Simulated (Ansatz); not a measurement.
CaSe (rocksalt), relaxed with r2SCAN in the PAW code Ansatz. It is cubic, Fm-3m (No. 225); a = 5.935 Å in the conventional setting, 26.13 Å³ an atom. Around Ca lie 6 Se at 2.97 Å; around Se lie 6 Ca at 2.97 Å.

The axes x, y and z are those of this cell:
```
Ca Se
1.0
     0.00000    2.96754    2.96754
     2.96754    0.00000    2.96754
     2.96754    2.96754    0.00000
Ca Se
1 1
Direct
  0.00000 0.00000 0.00000
  0.50000 0.50000 0.50000
```

Unstrained: PBE gives an indirect gap of 2.057 eV, from Γ to X; the least direct gap is 2.980 eV at X. With r2SCAN the valence top lies at Γ and the conduction bottom at X, 2.518 eV higher; the smallest vertical gap, at X, is 3.458 eV. With HSE06 the valence top lies at Γ and the conduction bottom at X, 2.999 eV higher; the smallest vertical gap, at X, is 4.032 eV. Meshes: PBE 8×8×8, r2SCAN 8×8×8, HSE06 6×6×6. Strains are changes of length per length. After each strain the atoms were relaxed again with r2SCAN within the symmetry that the strain leaves, so tilts or polar shifts that break it weren't tested; points keep the names that they have in the unstrained zone. No spin polarisation and no zero-point or thermal motion.

Problem. Estimate what isotropic +5.97 % on every length does to the gap.

Solution. PBE: the gap goes from 2.057 to 2.358 eV (+0.301 eV). r2SCAN: the gap goes from 2.518 to 2.818 eV (+0.300 eV). HSE06: the gap goes from 2.999 to 3.324 eV (+0.325 eV); it turns from indirect (Γ → X) to direct (Γ). The r2SCAN energy rises by 113.8 meV an atom.

Problem. Apply uniaxial -1.56 % along [111], other directions held. How far does the gap move, against the unstrained cell?

Solution. PBE: the gap goes from 2.057 to 1.961 eV (-0.096 eV); with r2SCAN the top three valence levels at Γ, degenerate before, become 1+2 from the top over 91 meV. r2SCAN: the gap goes from 2.518 to 2.418 eV (-0.100 eV). HSE06: the gap goes from 2.999 to 2.895 eV (-0.104 eV). The r2SCAN energy rises by 1.8 meV an atom.

Problem. Apply uniaxial -4.77 % along z, other directions held. How far does the gap move, against the unstrained cell?

Solution. PBE: the gap goes from 2.057 to 1.889 eV (-0.168 eV); with r2SCAN the top three valence levels at Γ, degenerate before, become 1+2 from the top over 44 meV. r2SCAN: the gap goes from 2.518 to 2.342 eV (-0.176 eV). HSE06: the gap goes from 2.999 to 2.830 eV (-0.169 eV). The r2SCAN energy rises by 26.3 meV an atom.

The runs are scalar-relativistic, without spin-orbit coupling.

The meshes of the hybrids are coarse, so their gaps aren't converged to the digits shown.

The splittings at Γ are without spin-orbit coupling, which regroups them where it is of like size or larger.
